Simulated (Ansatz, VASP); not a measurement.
## TiHg in two plane-wave programs

One calculation is typed for both programs; each brings its own data sets. How far apart do they land? The cell is taken from a series of runs on this material, whose earlier steps may have relaxed, scaled, displaced or heated it; both programs get it as it stands. Valence electrons are named where the data sets of a main pair hold unlike numbers.

Calculated with Ansatz 0.2.0; plane waves, with VASP 6.6.1 beside it; single point at PBEsol.

## Step 1: Starting point

The cell holds 6 atoms: 3 Ti and 3 Hg. Its edges and angles: a = 3.009 Å, b = 3.009 Å, c = 25.102 Å, α = 90.0°, β = 90.0°, γ = 90.0°. It derives from TiHg. The (0 0 1) slab of TiHg, cut from the database cell (so at first; earlier steps may have moved the atoms). Vacuum lies along c.

## Step 2: Ansatz: single point, PBEsol

Ansatz runs on its default PAW (the set named soft_2) files.

With cell and atoms fixed, the geometry can't cause a difference; cores, projectors, grids and the points listed under the comparison can.

input.yaml reads:

```yaml
crystal:
  lattice:
    - [3.009, 0.0, 0.0]
    - [0.0, 3.009, 0.0]
    - [0.0, 0.0, 25.1025]
  atoms:
    - { symbol: Ti, position: [0.5, 0.5, 0.29877502] }
    - { symbol: Ti, position: [0.5, 0.5, 0.459755] }
    - { symbol: Ti, position: [0.5, 0.5, 0.6173447] }
    - { symbol: Hg, position: [0.0, 0.0, 0.37926501] }
    - { symbol: Hg, position: [0.0, 0.0, 0.53838649] }
    - { symbol: Hg, position: [0.0, 0.0, 0.69379039] }
hamiltonian:
  xc: pbesol
  pseudopotentials: { kind: paw }
kpoints:
  mp_grid: { grid: [9, 9, 1] }
scf:
  occupations: { method: methfessel_paxton, width: 0.2 }
  n_extra_bands: 5
efield:
  axis: 3
  dipole_correction: true
  ramp_width: 0.04
output:
  forces: true
  eigenvalues: true
```

The run is started by

```bash
$ ansatz run input.yaml --threads 4 --pin off --max-ram 9216MiB --backend cpu --events-out ev --progress --plain --runs-dir out
```

Numbers of over 12 decimals in the logs are rounded to 6 here.

The log of the run:

```text
scf.n_extra_bands = 5 over 48 filled bands (N_el = 96.0): the run solves 53 bands
Engine: ansatz 0.2.0, x86_64-unknown-linux-gnu
Pseudopotentials: kind: paw
Pseudopotential: Ti, paw, valence charge 12, recommended cutoff 420 eV (normal), Ti.paw.azcp
Pseudopotential: Hg, paw, valence charge 20, recommended cutoff 420 eV (normal), Hg.paw.azcp
Functional definition: PBEsol
  exchange = pbesol_x
  correlation = pbesol_c
Crystal: 6 atoms, lattice volume = 227.280 Å³
Basis set: ecut = 420 eV, 4379 PW (Γ), exchange–correlation on 48×48×360 points (8 copies of the dense FFT grid, shifted against one another)
Bands: 53, of which v1, the nominal top of the filled ones, is band 48 counted from 1 (47 counted from 0)
Symmetry: 8 space group operations
Space group: P4mm (ITA 99), of the structure as read, at distance tolerance 6.1e-5 Å
k-points: 15 of 81
Non-local potential: Ti, projectors of the file, l = 0: 3, l = 1: 2, l = 2: 3, l = 3: 1
Non-local potential: Hg, projectors of the file, l = 0: 3, l = 1: 2, l = 2: 2, l = 3: 1
PAW form: soft (Blöchl's): semilocal exchange-correlation on the pseudo side does not see the compensation charge
PAW frozen core: Ti, regenerated for the run's functional, and the local potential with it (the file was generated under x = pbe(κ = 0.804, μ = 0.219515), c = pbe(β = 0.066725))
PAW frozen core: Hg, regenerated for the run's functional, and the local potential with it (the file was generated under x = pbe(κ = 0.804, μ = 0.219515), c = pbe(β = 0.066725))
PAW one-centre angular grid: Ti, 590 points (default); XC on 64 Gauss nodes
PAW one-centre angular grid: Hg, 590 points (default); XC on 64 Gauss nodes
Initial density: superposition of atomic densities (neutral atoms: chi_scale 0, normalization atom), corrected by the library's trained network
Initial wavefunctions: pseudopotential atomic-orbital guess
Functional: x = pbesol(κ = 0.804, μ = 0.123457), c = pbesol(β = 0.046)
SCF iter   1: F=—  HF=-48424.463337 eV  |F-HF|=—  |Δ(HF+E_count)|=         —  Δρ=7.20e-3  dr2=7.99e-1  ethr=1.77e-3  p=-0.033 e·Å  D=-2.65e-2 V/Å  ΔV_dip=0.67 eV  dr2_dipole=2.62e-1  V_vac-E_F(+/−)=4.57/3.90 eV  ⟨swp⟩=6.9  Hψ=2938  notcnv=0
efield: sawtooth ramp at fractional position 0.9763 (placed from the atoms, in the widest stretch of the axis that holds none; the zero of the levels goes with the place), width 0.0400; the density the first Hamiltonian is built on has a dipole p = -0.033 e·Å; the dipole correction subtracts the counter field D = -2.65e-2 V/Å, which shifts the + side's vacuum level by +0.67 eV against the − side's; the planar-averaged density in the ramp window peaks in size at 4.9e-5 e/Å³
preconditioner: auto → LDOS  [metal: Δε(μ)=0.025 eV  Ē_g=6.351 eV  σ=0.200 eV  W_gap=0.11  n_scr=54 (ndim 8)  ℏωp=17.1 eV  f_vac=0.470  D(μ)=10.05/eV (n_scr^D=82)  β→1.0]
SCF iter   2: F=—  HF=-48424.437362 eV  |F-HF|=—  |Δ(HF+E_count)|=   2.60e-2  S|Δr|=    0.00e0  Δρ=2.94e-3  dr2=2.36e-2  ethr=8.32e-4  p=-0.015 e·Å  D=-1.16e-2 V/Å  ΔV_dip=0.29 eV  dr2_dipole=4.13e-5  V_vac-E_F(+/−)=4.28/3.99 eV  ⟨swp⟩=2.0  Hψ=1033  notcnv=0
SCF iter   3: F=—  HF=-48424.441361 eV  |F-HF|=—  |Δ(HF+E_count)|=   4.00e-3  S|Δr|=    0.00e0  Δρ=1.02e-3  dr2=3.54e-3  ethr=2.46e-5  p=-0.014 e·Å  D=-1.10e-2 V/Å  ΔV_dip=0.28 eV  dr2_dipole=1.41e-4  V_vac-E_F(+/−)=4.26/3.98 eV  ⟨swp⟩=2.6  Hψ=1508  notcnv=0
SCF iter   4: F=—  HF=-48424.440880 eV  |F-HF|=—  |Δ(HF+E_count)|=   4.80e-4  S|Δr|=    0.00e0  Δρ=4.52e-4  dr2=2.07e-3  ethr=3.69e-6  p=-0.012 e·Å  D=-9.41e-3 V/Å  ΔV_dip=0.24 eV  dr2_dipole=6.14e-4  V_vac-E_F(+/−)=4.24/4.00 eV  ⟨swp⟩=2.2  Hψ=1051  notcnv=0
SCF iter   5: F=—  HF=-48424.440981 eV  |F-HF|=—  |Δ(HF+E_count)|=   1.01e-4  S|Δr|=    0.00e0  Δρ=1.94e-4  dr2=2.83e-4  ethr=2.16e-6  p=-0.011 e·Å  D=-8.63e-3 V/Å  ΔV_dip=0.22 eV  dr2_dipole=7.72e-5  V_vac-E_F(+/−)=4.24/4.02 eV  ⟨swp⟩=1.1  Hψ=797  notcnv=0
SCF iter   6: F=—  HF=-48424.441055 eV  |F-HF|=—  |Δ(HF+E_count)|=   7.34e-5  S|Δr|=    0.00e0  Δρ=8.11e-5  dr2=5.18e-5  ethr=2.95e-7  p=-0.010 e·Å  D=-7.85e-3 V/Å  ΔV_dip=0.20 eV  dr2_dipole=6.01e-6  V_vac-E_F(+/−)=4.23/4.04 eV  ⟨swp⟩=2.1  Hψ=1162  notcnv=0
SCF iter   7: F=—  HF=-48424.441129 eV  |F-HF|=—  |Δ(HF+E_count)|=   7.48e-5  S|Δr|=    0.00e0  Δρ=3.30e-5  dr2=1.44e-5  ethr=5.40e-8  p=-0.010 e·Å  D=-7.66e-3 V/Å  ΔV_dip=0.19 eV  dr2_dipole=1.49e-6  V_vac-E_F(+/−)=4.23/4.04 eV  ⟨swp⟩=1.7  Hψ=982  notcnv=0
SCF iter   8: F=—  HF=-48424.441132 eV  |F-HF|=—  |Δ(HF+E_count)|=   2.30e-6  S|Δr|=    0.00e0  Δρ=1.21e-5  dr2=7.11e-7  ethr=1.50e-8  p=-0.009 e·Å  D=-7.41e-3 V/Å  ΔV_dip=0.19 eV  dr2_dipole=2.34e-8  V_vac-E_F(+/−)=4.23/4.05 eV  ⟨swp⟩=1.9  Hψ=938  notcnv=0
SCF iter   9: F=—  HF=-48424.441132 eV  |F-HF|=—  |Δ(HF+E_count)|=   1.72e-7  S|Δr|=    0.00e0  Δρ=5.29e-6  dr2=2.13e-7  ethr=1.04e-10  p=-0.009 e·Å  D=-7.33e-3 V/Å  ΔV_dip=0.18 eV  dr2_dipole=7.07e-8  V_vac-E_F(+/−)=4.23/4.05 eV  ⟨swp⟩=8.4  Hψ=3676  notcnv=0
SCF iter  10: F=-48424.441132 eV  HF=-48424.441132 eV  |F-HF|=1.69e-8  |Δ(HF+E_count)|=   7.08e-8  S|Δr|=    0.00e0  Δρ=2.30e-6  dr2=1.62e-8  ethr=1.04e-10  p=-0.009 e·Å  D=-7.31e-3 V/Å  ΔV_dip=0.18 eV  dr2_dipole=1.12e-10  V_vac-E_F(+/−)=4.23/4.05 eV  ⟨swp⟩=5.0  Hψ=2858  notcnv=0
SCF 1 converged in 10 iterations: F = -48424.441132 eV  dr2 = 1.62e-8
  greatest PAW one-centre occupation: 1.000 electrons in one spin orbital (limit 2), on the Hg atom at site 4 (counted from 0), in its partial waves of l = 0
SCF converged after 10 iterations
Stability not checked: this state was not tested for a lower state beside it, because cold or Methfessel-Paxton smearing, or corrected tetrahedra, fill the levels in a way that the test cannot read (fill_not_monotonic; see scf.lower_state_search)
Free energy (F): -48424.441132 eV
Harris-Foulkes:  -48424.441132 eV  (|F-HF|=1.69e-8)
Internal energy: -48424.430545 eV  (E = F + TS)
E sigma→0 (E₀):  -48424.438485 eV
Entropy (-TS):   -0.010587 eV (-1.764 meV/atom)
Fermi energy:    5.874064 eV
Step filling:    the computed levels leave a gap of 0.0052 eV = 0.0 smearing widths at the electron count; against every level under it full and every level over it empty, smearing changes F+E_penalty+E_count by +0.379 meV and its σ→0 estimate by +3.026 meV
Dipole field:    D = -0.007328 V/Å  (p = -0.009204 e·Å, saw-weighted, corrected)
Work function:   Φ+ = 4.2320 eV   Φ− = 4.0480 eV
Levels:          The Fermi level and band energies are counted from a zero that moves with the ramp; work functions are not
--- Per-component energies (eV) ---
  E_band       = -2479.949039
  E_kinetic    = 2626.035571
  E_local      = -118192.479965  (includes V_loc(G=0)·N_el)
  E_nonlocal   = 252.194461
  E_hartree    = 57910.424119
  E_xc         = -948.488925
  E_vxc        = -1151.752886  (∫ρ·V_xc dr)
  E_paw        = -32464.780490  (= ΣΔE_a)
  E_vpaw       = -1835.018696  (= ΣTr[D̂ρ^β])
  E_aug_tail   = 0.003008  (compensation charges beyond the density's cutoff)
  E_efield     = 0.000034  (sawtooth field / dipole correction)
  E_vefield    = 0.201714  (∫n·V_field dr)
  E_ewald      = 42391.257536
  E_core_change = 1.404107  (= ΣΔE_core)
  E_smearing   = -0.010587  (= −TS)
  E_closure    = 0.000000  (closes the sum)
  Σ components = -48424.441132   (vs F -48424.441132, Δ=0.00e0)
--- Forces (eV/Å), atoms counted from 1 ---
  atom   1  Ti    -0.00000000     0.00000000     0.28853515
  atom   2  Ti    -0.00000000     0.00000000    -0.14930376
  atom   3  Ti     0.00000000     0.00000000     0.00576255
  atom   4  Hg     0.00000000     0.00000000    -0.09584216
  atom   5  Hg     0.00000000     0.00000000    -0.00486157
  atom   6  Hg    -0.00000000     0.00000000    -0.04428234
  max |Σ_I F_I| component: 7.87e-6 eV/Å
--- Band table (eV; the first three rows and the last of 15) ---
  k-point 0: bands = [... 44 lower, 4.9535, 5.1618, 5.2571, 5.3869, 5.9465, 6.7593, 6.7877, 7.0618, ... 1 higher]
  k-point 1: bands = [... 44 lower, 5.0288, 5.3043, 5.3717, 5.4826, 5.9727, 6.5084, 6.5719, 6.7878, ... 1 higher]
  k-point 2: bands = [... 44 lower, 5.1333, 5.6125, 5.6163, 5.7055, 5.7974, 6.0423, 6.2842, 6.8589, ... 1 higher]
  k-point 14: bands = [... 44 lower, 4.9534, 5.1510, 5.7796, 6.2153, 6.8647, 7.2331, 7.2620, 7.4302, ... 1 higher]
```

In the SCF lines HF is the Harris–Foulkes energy and dr2 the Hartree energy of the density residual, in eV; the loop may stop once dr2 is under the threshold and the program's other checks hold. Hψ counts applications of the Hamiltonian.

## Step 3: VASP: single point, PBEsol

The same cell, functional, mesh and smearing now go to VASP, with its own data sets.

Lines of VASP's logs that name or quote its potential files are left out, and so is its time.

INCAR reads:

```
SYSTEM = TiHg
PREC = Accurate
ENCUT = 620
EDIFF = 1E-06
NELM = 100
ISMEAR = 1
SIGMA = 0.2
LREAL = .FALSE.
ALGO = Normal
GGA = PS
NBANDS = 59
LORBIT = 11
LWAVE = .FALSE.
LCHARG = .FALSE.
KPAR = 2
ISIF = 0
LDIPOL = .TRUE.
IDIPOL = 3
DIPOL = 0.5 0.5 0.498
LVHAR = .TRUE.
```

POSCAR reads:

```
TiHg
1.0
    3.0090000000      0.0000000000      0.0000000000
    0.0000000000      3.0090000000      0.0000000000
    0.0000000000      0.0000000000     25.1025000000
Ti Hg
3 3
Direct
    0.5000000000      0.5000000000      0.2987750200
    0.5000000000      0.5000000000      0.4597550000
    0.5000000000      0.5000000000      0.6173447000
    0.0000000000      0.0000000000      0.3792650100
    0.0000000000      0.0000000000      0.5383864900
    0.0000000000      0.0000000000      0.6937903900
```

KPOINTS reads:

```
Automatic mesh
0
Gamma
9 9 1
0 0 0
```

The projector-augmented-wave data sets are Ti_sv_GW and Hg_sv_GW (PBE family, release 64).

The run is started by

```bash
$ mpirun -np 2 vasp_std
```

The log of the run:

```text
[banner, memory and clock lines left out]
running    2 mpi-ranks, on    1 nodes
 distrk:  each k-point on    1 cores,    2 groups
 distr:  one band on    1 cores,    1 groups

 POSCAR found type information on POSCAR TiHg
 POSCAR found :  2 types and       6 ions
|                                                                             |
|               ----> ADVICE to this user running VASP <----                  |
|                                                                             |
|     You enforced a specific xc type in the INCAR file but a different       |
|     [... a line on the potential file left out ...]
|     I HOPE YOU KNOW WHAT YOU ARE DOING!                                     |
|                                                                             |

 LDA part: xc-table for (Slater+PW92), standard interpolation
 POSCAR, INCAR and KPOINTS ok, starting setup
 FFT: planning ... GRIDC
 FFT: planning ... GRID_SOFT
 FFT: planning ... GRID
 WAVECAR not read
 entering main loop
       N       E                     dE             d eps       ncg     rms          rms(c)
DAV:   1     0.259572240847E+04    0.25957E+04   -0.56178E+04  2146   0.205E+03
DAV:   2     0.512521663759E+03   -0.20832E+04   -0.20003E+04  2796   0.121E+03
DAV:   3     0.245894843091E+02   -0.48793E+03   -0.46788E+03  3416   0.630E+02
DAV:   4    -0.339122113865E+02   -0.58502E+02   -0.56387E+02  3484   0.258E+02
DAV:   5    -0.392874460174E+02   -0.53752E+01   -0.51590E+01  3460   0.910E+01    0.112E+02
DAV:   6    -0.549079453488E+02   -0.15620E+02   -0.86838E+01  3292   0.650E+01    0.405E+01
DAV:   7    -0.666992096871E+03   -0.61208E+03   -0.57569E+03  3540   0.432E+02    0.200E+02
DAV:   8    -0.214331083605E+03    0.45266E+03   -0.89649E+02  3193   0.314E+02    0.121E+02
DAV:   9    -0.249294805547E+02    0.18940E+03   -0.60141E+02  3316   0.107E+02    0.657E+01
DAV:  10    -0.766334666662E+02   -0.51704E+02   -0.51015E+02  3332   0.142E+02    0.675E+01
DAV:  11    -0.736695646009E+02    0.29639E+01   -0.41068E+01  3220   0.334E+01    0.691E+01
DAV:  12    -0.713240572669E+02    0.23455E+01   -0.55785E+00  3500   0.166E+01    0.695E+01
DAV:  13    -0.649888787522E+02    0.63352E+01   -0.74643E+00  3100   0.259E+01    0.770E+01
DAV:  14    -0.459464446327E+02    0.19042E+02   -0.23174E+01  3196   0.309E+01    0.555E+01
[...]
DAV:  52    -0.321476955963E+02    0.15426E-03   -0.29604E-04  2948   0.896E-02    0.109E-01
DAV:  53    -0.321476318852E+02    0.63711E-04   -0.25807E-04  2324   0.576E-02    0.498E-02
DAV:  54    -0.321476353243E+02   -0.34392E-05   -0.71975E-05  2676   0.425E-02    0.306E-02
DAV:  55    -0.321476487731E+02   -0.13449E-04   -0.28548E-05  2172   0.306E-02    0.349E-02
DAV:  56    -0.321476775252E+02   -0.28752E-04   -0.28184E-05  2140   0.364E-02    0.458E-02
DAV:  57    -0.321476685980E+02    0.89272E-05   -0.38880E-05  1892   0.296E-02    0.271E-02
DAV:  58    -0.321476667949E+02    0.18031E-05   -0.60740E-06  1620   0.197E-02    0.255E-02
DAV:  59    -0.321476666234E+02    0.17152E-06   -0.29628E-06  1436   0.164E-02
   1 F= -.32147667E+02 E0= -.32144101E+02  d E =-.106964E-01
```

Parts of OUTCAR (step 3):

```text
ion  position               nearest neighbor table
   1  0.500  0.500  0.299-   4 2.93   4 2.93   4 2.93   4 2.93
   2  0.500  0.500  0.460-   5 2.90   5 2.90   5 2.90   5 2.90   4 2.93   4 2.93   4 2.93   4 2.93

  LATTYP: Found a simple tetragonal cell.
 ALAT       =     3.0090000000
 C/A-ratio  =     8.3424725823

 Subroutine GETGRP returns: Found  8 space group operations
 (whereof  8 operations were pure point group operations)

The static configuration has the point symmetry C_4v.

 Found     15 irreducible k-points:

   k-points           NKPTS =     15   k-points in BZ     NKDIM =     15   number of bands    NBANDS=     59

   dimension x,y,z NGX =    24 NGY =   24 NGZ =  210
   dimension x,y,z NGXF=    48 NGYF=   48 NGZF=  420

   ENCUT  =  620.0 eV  45.57 Ry    6.75 a.u.   6.11  6.11 50.96*2*pi/ulx,y,z

   NELECT =      96.0000    total number of electrons

 k-points in reciprocal lattice and weights: Automatic mesh
   0.00000000  0.00000000  0.00000000       0.012
   0.11111111  0.00000000  0.00000000       0.049
   0.22222222  0.00000000  0.00000000       0.049
   0.33333333  0.00000000  0.00000000       0.049
   0.44444444  0.00000000  0.00000000       0.049
   0.11111111  0.11111111  0.00000000       0.049
   0.22222222  0.11111111  0.00000000       0.099
   0.33333333  0.11111111  0.00000000       0.099
   0.44444444  0.11111111  0.00000000       0.099
[...]
0.44444444  0.33333333  0.00000000       0.099
   0.44444444  0.44444444  0.00000000       0.049

 dipolmoment           0.000000      0.000000      0.009128 electrons x Angstroem

 average (electrostatic) potential at core
       1-101.9191       2-101.7584       3-101.6971       4 -92.3890       5 -92.4549
       6 -92.3271

 E-fermi :   1.9577

 k-point     1 :       0.0000    0.0000    0.0000
  band No.  band energies     occupation
    ...
     44      -0.5149      2.00000
     45       1.0354      2.00000
     46       1.2460      2.00001
     47       1.3416      2.00012
     48       1.4716      2.00314
     49       2.0288      0.43862
     50       2.8429     -0.00000
     51       2.8711     -0.00000
     52       3.1472     -0.00000
     53       3.2492     -0.00000
    ...

 k-point     2 :       0.1111    0.0000    0.0000
  band No.  band energies     occupation
    ...
     44      -0.3296      2.00000
     45       1.1109      2.00000
     46       1.3886      2.00043
     47       1.4563      2.00224
     48       1.5672      2.01859
     49       2.0553      0.27332
     50       2.5924     -0.00007
     51       2.6549     -0.00001
     52       2.8710     -0.00000
     53       3.3145     -0.00000
    ...

 k-point     3 :       0.2222    0.0000    0.0000
  band No.  band energies     occupation
    ...
     45       1.2159      2.00000
     46       1.6973      2.06925
     47       1.7008      2.06989
     48       1.7899      1.99883
     49       1.8811      1.59909
     50       2.1251      0.00229
     51       2.3669     -0.01375
     52       2.9417     -0.00000
     53       3.5189     -0.00000
     54       3.5530     -0.00000
    ...

  energy-cutoff  :      620.00
  volume of cell :      227.28
      direct lattice vectors                 reciprocal lattice vectors
     3.009000000  0.000000000  0.000000000     0.332336324  0.000000000  0.000000000
     0.000000000  3.009000000  0.000000000     0.000000000  0.332336324  0.000000000
     0.000000000  0.000000000 25.102500000     0.000000000  0.000000000  0.039836670

 POSITION                                       TOTAL-FORCE (eV/Angst)
 -----------------------------------------------------------------------------------
      1.50450      1.50450      7.50000        -0.000000      0.000000      0.286959
      1.50450      1.50450     11.54100        -0.000000     -0.000000     -0.148367
      1.50450      1.50450     15.49690         0.000000     -0.000000      0.003242
      0.00000      0.00000      9.52050        -0.000000     -0.000000     -0.098603
      0.00000      0.00000     13.51485        -0.000000      0.000000     -0.001172
      0.00000      0.00000     17.41587        -0.000000     -0.000000     -0.042058
 -----------------------------------------------------------------------------------
    total drift:                                0.000000     -0.000000      0.001813

  FREE ENERGIE OF THE ION-ELECTRON SYSTEM (eV)
  ---------------------------------------------------
  free  energy   TOTEN  =       -32.1476666234 eV

  energy  without entropy=      -32.1369702524  energy(sigma->0) =      -32.14410117

 vacuum level on the upper side and lower side of the slab         6.193         6.010

 total charge
# of ion       s       p       d       f       tot
--------------------------------------------------
    1        2.195   5.918   1.661   0.002   9.776
    2        2.179   5.956   1.652   0.003   9.791
    3        2.182   5.954   1.676   0.004   9.816
    4        2.591   6.654   8.754   0.010  18.009
    5        2.595   6.680   8.752   0.011  18.037
    6        2.610   6.444   8.818   0.007  17.878
--------------------------------------------------
tot         14.351  37.605  31.312   0.037  83.306

[... 3 further parts left out ...]
```

The PAW data sets were made with PBE, which is usual practice but a small mismatch for other functionals.

## Step 4: Side by side

Known differences besides the potentials themselves: the cutoff is 420 eV in Ansatz and 620 eV in VASP; Ansatz makes its cores anew for this functional, VASP keeps those of its PBE data sets; VASP leaves aspherical gradient terms in its spheres out (LASPH is not set), Ansatz keeps them. Total energies have different zeros and are not compared.

Compared:

```tsv
quantity	Ansatz	VASP	difference
work function, lower of the two faces (eV)	4.05	4.05	0.00
work function, higher of the two faces (eV)	4.23	4.24	0.00
```

Forces (eV/Å; atoms numbered as in POSCAR):

```tsv
atom	Ansatz x, y, z	VASP x, y, z
Ti1	0.000, 0.000, 0.289	0.000, 0.000, 0.287
Ti2	0.000, 0.000, -0.149	0.000, 0.000, -0.148
Ti3	0.000, 0.000, 0.006	0.000, 0.000, 0.003
Hg4	0.000, 0.000, -0.096	0.000, 0.000, -0.099
Hg5	0.000, 0.000, -0.005	0.000, 0.000, -0.001
Hg6	0.000, 0.000, -0.044	0.000, 0.000, -0.042
```

The forces differ by 1.4 meV/Å r.m.s., which is 1.8 % of the r.m.s. force of 0.080 eV/Å (both taken over all components). VASP's last cycles still show a density residual of 3e-03, so its state may not be settled. With vacuum in the cell, a pressure given here is an average over mostly empty space and none of the material.

## Step 5: What came out

```yaml
r_m_s_force_difference_single_point_pbesol: 1.4 meV/Å
```

**Reading.** The r.m.s. force difference is 1.4 meV/Å (single point, PBEsol), within the 12 meV/Å picked in this series as the mark of a large difference. Such differences can come from data sets, numerical settings and the points named under the comparisons, not from the functional's error against experiment.

[Lines on the potential files, build, host, timing and source positions are cut from VASP's logs without a mark.]

[Logs are printed without paths, hosts, clocks, repeated set-up lines and the standing remarks that a program may print on its own settings, such as how far it seeks lower states.]

[Hosts, paths, dates, database ids (printed as entryN), source tags and the programs' standing remarks are cut or masked in the printed files.]
